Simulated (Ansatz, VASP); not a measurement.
# ZrSi6: VASP beside Ansatz

```
Zr Si
1.0
     5.71225    0.00000    0.00000
     0.00000    5.71225    0.00000
     0.00000    0.00000    5.71225
Zr Si
1 6
Direct
  0.00000 0.00000 0.00000
  0.19851 0.50000 0.50000
  0.50000 0.19851 0.50000
  0.80149 0.50000 0.50000
  0.50000 0.80149 0.50000
  0.50000 0.50000 0.19851
  0.50000 0.50000 0.80149
```

Change from the starting cell: species swapped into the YB6 type (Pm-3m, No. 221).

Alike in both runs: functional PBE; k mesh 8 × 8 × 8; occupations gaussian, width 0.1 eV; no spin polarisation.

Ansatz relaxed the structure, and its values are those at the end. VASP's run is a single point on that final structure, the one shown.

```csv
,VASP,Ansatz
version,VASP 6.6.1,Ansatz 0.2.0
potentials or method,"VASP PAW PBE potentials, release 64 (Zr_sv, Si)","scalar-relativistic, plane waves, PAW"
plane-wave cutoff (eV),520,420
valence electrons in the cell,36,36
```

Ansatz gave:

* gap on the k mesh at the Fermi level (eV): none
* pressure (GPa): 0.0

Q: What did VASP give for the same quantities?

A: gap on the k mesh at the Fermi level (eV): none; pressure (GPa): -0.1.

A gap of «none» marks a metal or a gap that the smearing closes. With one functional, cell and mesh, what is left measures potentials, basis and numerics.
